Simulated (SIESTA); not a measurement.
**BeTe: equation of state with PBEsol**

The system is BeTe.

```
Te Be
1.0
     0.00000    2.77000    2.77000
     2.77000    0.00000    2.77000
     2.77000    2.77000    0.00000
Te Be
1 1
Direct
  0.75000 0.75000 0.75000
  0.00000 0.00000 0.00000
```

```yaml
Program: SIESTA 5.4.2
Task: equation of state
Functional: PBEsol
Potentials_or_basis: PseudoDojo 0.4 standard (PBEsol files)
Basis: DZP (energy shift 0.003 Ry; two zetas on semicore shells)
Grid_cutoff: 800 Ry
Energy_shift: 0.003 Ry
k_mesh: 8 × 8 × 8
Occupations: fermi-dirac, width 0.05 eV
Spin: no spin polarisation
```

```
Equilibrium volume : 22.10 Å³/atom (rough: see the caveat)
Bulk modulus       : 56 GPa (rough)
```

Energy against volume, from the lowest point:
| volume (Å³/atom) | energy (meV/atom) |
| --- | --- |
| 19.979 | 47.70 |
| 20.404 | 28.60 |
| 20.829 | 15.46 |
| 21.254 | 6.79 |
| 21.679 | 1.75 |
| 22.104 | 0.00 |
| 22.529 | 1.69 |

All runs of the series together: 3.1 min on 1 thread of Arm Neoverse V2, with other jobs on the host.

Caveat: the fit is doubtful: noisy points or a state that changes with volume; short orbitals over semicore shells can move pressures by several GPa; the basis of atomic orbitals isn't converged, which shifts pressures, moduli and gaps. Spin-orbit coupling is left out, which matters for the levels of Te.
